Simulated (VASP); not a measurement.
Write an ASE script for VASP 6.6.1 that does the following.

- Task: band structure
- Functional: PBEsol
- Dispersion: D3
- Potentials or basis: VASP PAW PBE potentials, release 64 (Co, Ti_sv)
- Cutoff: 520 eV
- k mesh: 9 × 9 × 9
- Occupations: gaussian, width 0.1 eV
- Spin: collinear spin, ferromagnetic start
- Starting moments: [2.0, 1.0] μB
- Hubbard terms: Co d U = 5.3 eV, Ti d U = 5.3 eV
- Further INCAR settings: ALGO = Normal; EDIFF = 1.00e-06; ISYM = 0

The system is TiCo.

```
Co Ti
1.0
     2.98611    0.00000    0.00000
     0.00000    2.98611    0.00000
     0.00000    0.00000    2.98611
Co Ti
1 1
Direct
  0.50000 0.50000 0.50000
  0.00000 0.00000 0.00000
```

The cell comes from a database or a generator and needn't be the stable form of this composition.

The input as run:

run.py

```python
from ase.calculators.vasp import Vasp
from ase.dft.bandgap import bandgap
from ase.spacegroup import crystal

atoms = crystal(
    ['Co', 'Ti'],
    basis=[[0.5, 0.5, 0.5], [0.0, 0.0, 0.0]],
    spacegroup=221,
    setting=1,
    cellpar=[2.98611099, 2.98611099, 2.98611099, 90.0, 90.0, 90.0],
    primitive_cell=True,
)
atoms.set_initial_magnetic_moments([2.0, 1.0])
calc = Vasp(
    directory='calc',
    xc='pbesol',
    pp='PBE',
    setups='recommended',
    prec='Accurate',
    encut=520,
    ediff=1e-06,
    ismear=0,
    sigma=0.1,
    lreal=False,
    lasph=True,
    nelm=100,
    algo='Normal',
    isif=2,
    lwave=False,
    lcharg=True,
    ispin=2,
    lorbit=11,
    lmaxmix=4,
    ldautype=2,
    ldauprint=1,
    ivdw=11,
    ldau_luj={'Co': {'L': 2, 'U': 5.3, 'J': 0}, 'Ti': {'L': 2, 'U': 5.3, 'J': 0}},
    kpts=[9, 9, 9],
    gamma=True,
)
atoms.calc = calc

print('energy (eV):', atoms.get_potential_energy())
print('free energy (eV):', atoms.get_potential_energy(force_consistent=True))
efermi = calc.get_fermi_level()
print('Fermi level (eV):', efermi)
path = atoms.cell.bandpath(npoints=40, eps=1e-4)
print('path:', path.path)
calc.set(kpts=path.kpts, reciprocal=True, icharg=11, isym=0, lcharg=False)
calc.calculate(atoms)
print('gap on the path (eV):', bandgap(calc, efermi=efermi)[0])
print('direct gap on the path (eV):', bandgap(calc, efermi=efermi, direct=True)[0])
```

Potentials or basis: VASP PAW PBE potentials, release 64 (Co, Ti_sv).

The run is started by

```sh
$ python run.py
```

Results of the run:

* Band gap along the path: none (metal or under the smearing width)
* Net moment: 0.95 μB per cell
* Dispersion energy per atom: -0.334 eV

Caveat: the log is that of the step along the path at fixed density, whose energy, stress, charges and moments have no meaning; the U is typed as a test and isn't derived for this compound.

It took 25 s on 1 thread of Intel(R) Xeon(R) 6975P-C (Granite Rapids) (shared host), peak memory 0.17 GiB.
